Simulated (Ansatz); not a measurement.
SnSe (Fm-3m), stationary points along a deformation path

All numbers below come from DFT PBE+D3(BJ), scalar-relativistic, plane waves, PAW in Ansatz 0.2.0. Settings: plane waves to 420 eV, k-mesh 12×12×12 (Γ-centred), Gaussian smearing 0.05 eV. No spin polarisation. Energies are free energies at this smearing, counted from the undisturbed cell; pressure is positive in compression.

Zero of the scan (as given, not relaxed at this level; it stands at -1.1 GPa; this rock-salt form isn't the usual structure):

```
Sn Se
1.0
     0.00000    3.01000    3.01000
     3.01000    0.00000    3.01000
     3.01000    3.01000    0.00000
Sn Se
1 1
Direct
  0.00000 0.00000 0.00000
  0.50000 0.50000 0.50000
```

At fixed volume and fractional coordinates, lengths along (0.000, 0.000, 1.000) are scaled against those across it; ρ is that ratio over its starting value. V = 27.271 Å³/atom. Δσ is the stress along the axis less the mean stress across it (compression positive).

| ρ | ΔE (meV/atom) | Δσ (GPa) | space group |
| --- | --- | --- | --- |
| 0.650 | 1587.0 | 77.14 | I4/mmm |
| 0.707 | 965.0 | 52.59 | I4/mmm |
| 0.780 | 495.5 | 34.43 | I4/mmm |
| 0.850 | 213.4 | 23.90 | I4/mmm |
| 0.920 | 53.4 | 11.80 | I4/mmm |
| 0.960 | 12.2 | 5.39 | I4/mmm |
| 1.000 | 0.0 | 0.00 | Fm-3m |
| 1.050 | 15.6 | -5.48 | I4/mmm |
| 1.100 | 56.2 | -9.68 | I4/mmm |
| 1.200 | 181.5 | -15.48 | I4/mmm |
| 1.300 | 342.4 | -19.76 | I4/mmm |
| 1.414 | 552.4 | -23.71 | I4/mmm |
| 1.500 | 717.0 | -25.98 | I4/mmm |

Problem. How does the stress give the slope of the energy, and where is the energy stationary?

Solution. Along the path d ln(length) is 2/3 d ln ρ on the axis and −1/3 d ln ρ across it, so dE/d ln ρ = −(2/3) V Δσ: the energy falls with ρ where Δσ is positive. Δσ vanishes or changes sign at ρ = 1.000 (Fm-3m), a minimum at 0.0 meV/atom. Pairs of stationary points between two samples would go unseen, and could change a minimum read from distant neighbours into a maximum. At ρ = 1.000 the cell is cubic, where symmetry alone makes the stress isotropic and the slope zero.

Problem. Which shear constant sets the curvature at ρ = 1?

Solution. For a cubic crystal E/V = (2/3) C (ln ρ)² with C = C′ = (C11 − C12)/2, so Δσ = −2C ln ρ. The parabola of Δσ against ln ρ through ρ = 0.960, 1 and 1.050 gives C ≈ 62 GPa with the ions clamped, rough because the steps are large. It is the stress–strain coefficient at this cell's pressure of -1.1 GPa, not the zero-pressure constant.

Problem. Integrate that slope from ρ = 1 to 0.850 by the trapezoid rule.

Solution. With V/N in Å³ and 1 eV/Å³ = 160.2 GPa the slopes at ρ = 1.000, 0.960, 0.920, 0.850 are 0, -612, -1339, -2712 meV/atom per unit of ln ρ. The steps add 12.5 + 41.5 + 160.3 = 214.3 meV/atom, against 213.4 from the energies; the trapezoid rule misses the curvature of the slope within each step.

The gap closes along the scan, which can put kinks into the curve.